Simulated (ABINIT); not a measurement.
The system is HfN.

```
Hf N
1.0
     0.00000    2.25600    2.25600
     2.25600    0.00000    2.25600
     2.25600    2.25600    0.00000
Hf N
1 1
Direct
  0.00000 0.00000 0.00000
  0.50000 0.50000 0.50000
```

Base run:

| Quantity | Value |
| --- | --- |
| Program | ABINIT 10.8.3 (patched build) |
| Functional | SCAN |
| Potentials or basis | JTH PAW PBE v2.0 |
| Cutoff | 816 eV |
| k mesh | 10 × 10 × 10 |
| Occupations | fermi-dirac, width 0.05 eV |
| Spin | no spin polarisation |

Its results: band gap on the k mesh none (metal or under the smearing width); pressure -0.8 GPa.

Problem. The run is repeated on the same cell with these changes: functional from SCAN to PBE; potentials or basis from JTH PAW PBE v2.0 to PseudoDojo NC SR PBE v0.4.1 standard; cutoff from 816 eV to 1143 eV. What comes out?

Solution. Band gap on the k mesh none (metal or under the smearing width); pressure 6.0 GPa.

Caveats: spin-orbit coupling is left out, which moves the levels of the heavy elements; the PAW data sets were made with another functional, which shifts forces and pressure a little (some runs).
